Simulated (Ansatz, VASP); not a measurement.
This is a calculation of InGaAs2 for VASP 6.6.1.

Contents of INCAR:

```
SYSTEM = InGaAs2
PREC = Accurate
ENCUT = 520
EDIFF = 1E-7
ISMEAR = -1
SIGMA = 0.05
LREAL = .False.
LASPH = .True.
NELM = 100
ALGO = Normal
ISIF = 2
LWAVE = .False.
LCHARG = .False.
GGA = PS
NBANDS = 26
```

KPOINTS

```
regular mesh
0
Gamma
  6 6 5
  0 0 0
```

Contents of POSCAR:

```
InGaAs2
1.0
    4.2250012014      0.0000000000      0.0000000000
    0.0000000000      4.2250012014      0.0000000000
    0.0000000000      0.0000000000      5.9621480000
In As Ga
1 2 1
Direct
    0.0000000000      0.0000000000      0.5000000000
    0.0000000000      0.5000000000      0.2315250000
    0.5000000000      0.0000000000      0.7684750000
    0.5000000000      0.5000000000      0.0000000000
```

Potentials or basis: VASP PAW PBE potentials, release 64 (In_d, As, Ga_d).

Command:

```console
$ cat potpaw_PBE.64/In_d/POTCAR potpaw_PBE.64/As/POTCAR potpaw_PBE.64/Ga_d/POTCAR > POTCAR
$ mpirun -np 1 vasp_std > vasp.out
```

Q: Set up the same calculation for Ansatz 0.2.0. Potentials there: Ansatz PAW.

A: As run (the cutoff follows the program's own potentials):

File input.yaml:

```yaml
crystal:
  lattice:
    - [4.2250012014, 0.0, 0.0]
    - [0.0, 4.2250012014, 0.0]
    - [0.0, 0.0, 5.962148]
  atoms:
    - { symbol: In, position: [0.0, 0.0, 0.5] }
    - { symbol: As, position: [0.0, 0.5, 0.231525] }
    - { symbol: As, position: [0.5, 0.0, 0.768475] }
    - { symbol: Ga, position: [0.5, 0.5, 0.0] }
hamiltonian:
  xc: pbesol
  pseudopotentials: { kind: paw }
kpoints:
  mp_grid: { grid: [6, 6, 5] }
scf:
  occupations: { method: fermi_dirac, width: 0.05 }
output:
  forces: true
  stress: true
  eigenvalues: true
```

Potentials or basis: Ansatz PAW.

Command:

```bash
$ ansatz run input.yaml --threads 1 --pin off --max-ram 3584MiB --backend cpu --events-out ev --progress --plain --runs-dir out
```

Both were run:

|  | VASP | Ansatz | Ansatz less VASP |
| --- | --- | --- | --- |
| gap on the k mesh at the Fermi level (eV) | none | none | - |
| pressure (GPa) | -2.5 | -2.6 | -0.10 |
| largest component of the traceless stress (GPa) | 0.17 | 0.17 | 0.000 |
| rms of the force components (eV/Å) | 0.016 | 0.016 | +0.0001 |

Atom by atom the forces differ by 0.000 eV/Å (rms over components). A gap of «none» marks a metal or a gap that the smearing closes. The two sets of potentials don't hold the same shells in valence.

Caveats: the PAW data sets were made with another functional, which shifts forces and pressure a little (VASP); the PAW data sets come from PBE, with cores solved anew for the run's functional, which leaves a small shift of forces and pressure (Ansatz).
